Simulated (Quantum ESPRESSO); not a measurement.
Sn:

```
Sn
1.0
    -1.72654    1.77555    2.33834
     1.72654   -1.77555    2.33834
     1.72654    1.77555   -2.33834
Sn
1
Direct
  0.00000 0.00000 0.00000
```

This isn't the form of Sn at room conditions, which is tetragonal (white tin).

Program: Quantum ESPRESSO 7.5. Alike in all runs: task band structure; potentials or basis SG15 PBE 1.2; no spin polarisation; cell as given; k mesh 11 × 11 × 11; cutoff (eV) 952; smearing fermi-dirac 0.05 eV.

Q: Order these runs on this cell by their pressure, lowest first.
A. level RPBE
B. level AM05
C. level LDA; form of the LDA correlation PZ81

A: C (-5.6 GPa), B (-3.6 GPa), A (0.9 GPa).

Caveats: the potentials were made for another functional, which shifts forces and pressure.

Runs at the PBE level aren't shown here.
